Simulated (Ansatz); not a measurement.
One atom moved over a plane in WS₂

These are results of DFT PBEsol, scalar-relativistic, plane waves, PAW (Ansatz 0.2.0), not measurements. Settings: plane waves to 420 eV, k-mesh 12×12×12 (Γ-centred), Gaussian smearing 0.05 eV. Spin–orbit coupling is left out, which can shift energies with elements as heavy as these. No spin polarisation. Energies are free energies at this smearing, counted from the undisturbed cell; pressure is positive in compression.

The starting cell (as given, not relaxed at this level; it stands at -0.6 GPa; this form isn't the usual structure):

```
W S
1.0
     1.57900    0.91164    6.16333
    -1.57900    0.91164    6.16333
     0.00000   -1.82327    6.16333
W S
1 2
Direct
  0.00000 0.00000 0.00000
  0.75030 0.75030 0.75030
  0.58100 0.58100 0.58100
```

The cell holds layers and no dispersion correction was added, so their binding is poorly described.

Atom 3 (S) is moved by p along (0.000, 1.000, 0.000) and q along (0.000, 0.000, 1.000) (Å), all else fixed. Points are written (p, q).

Energy above the undisturbed cell in eV/cell (a dash: not computed):

| p \ q | -0.200 | -0.100 | 0.000 | 0.200 |
| --- | --- | --- | --- | --- |
| -0.200 | 0.49 | 0.26 | 0.18 | 0.62 |
| 0.000 | 0.37 | – | 0.00 | 0.33 |
| 0.200 | ? | – | ? | 0.69 |

Q: Fill in the withheld energies.

A: (0.200, -0.200): 0.50; (0.200, 0.000): 0.22.